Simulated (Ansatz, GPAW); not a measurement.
**P: programs and potentials compared**

```
P
1.0
     1.72573    0.99635    3.12968
    -1.72573    0.99635    3.12968
     0.00000   -1.99270    3.12968
P
2
Direct
  0.77292 0.77292 0.77292
  0.22708 0.22708 0.22708
```

This isn't the form of P at room conditions, which is orthorhombic.

Alike in all runs: task single point; functional PBEsol; k mesh 9 × 9 × 9; occupations gaussian, width 0.1 eV; no spin polarisation; no spin-orbit coupling. Pressure is positive in compression and, in plane waves, holds the error of the finite cutoff, which Ansatz's Pulay term estimates and takes out.

```csv
program and potentials,plane-wave cutoff (eV),notes,pressure (GPa),largest force (eV/Å)
"Ansatz, Ansatz PAW",420,"potentials made for PBE, which Ansatz adapts in part; Pulay term of +0.04 GPa included",-1.78,0.265
"Ansatz, all-electron LAPW, scalar-relativistic",-,-,-1.77,0.258
"GPAW, PAW data sets generated for this functional",600,-,-1.46,0.292
```

Force on atom 1 (P), eV/Å:

```
                           program and potentials      x      y       z
                               Ansatz, Ansatz PAW  0.000  0.000  -0.265
   Ansatz, all-electron LAPW, scalar-relativistic  0.000  0.000  -0.258
GPAW, PAW data sets generated for this functional  0.000  0.000  -0.292
```

The pressure spans -1.78 (Ansatz, Ansatz PAW) to -1.46 GPa (GPAW, PAW data sets generated for this functional), with all-electron results at -1.77.

The functional is the same throughout but for its coding, so the spread measures potentials, basis and numerics; runs on potential files found faulty are left out.
